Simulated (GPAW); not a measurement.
Crystal: ZnSe (Stilleite).

```
Se Zn
1.0
     4.00760    0.00000    0.00000
     2.00380    3.47068    0.00000
     2.00380    1.15689    3.27219
Se Zn
1 1
Direct
  0.75000 0.75000 0.75000
  0.00000 0.00000 0.00000
```

Base run:

* Program: GPAW 26.7.0
* Functional: PBE
* Potentials or basis: PAW data sets generated in the run's folder for this functional
* Cutoff: 600 eV
* Basis: pw
* k mesh: 7 × 7 × 7
* Occupations: fermi-dirac, width 0.05 eV
* Spin: no spin polarisation

Its results: band gap on the k mesh 1.30 eV, direct; pressure 2.1 GPa.

Problem. The run is repeated on the same cell with these changes: potentials or basis from PAW data sets generated in the run's folder for this functional to SG15 ONCV 1.2; cutoff from 600 eV to 800 eV; valence electrons from 18 to 26. What comes out?

Solution. Band gap on the k mesh 1.27 eV, direct; pressure -1.5 GPa.

Caveats: an odd mesh through Γ misses points on the zone boundary, where band edges often lie (some runs).

Not every run made on this cell is shown here.
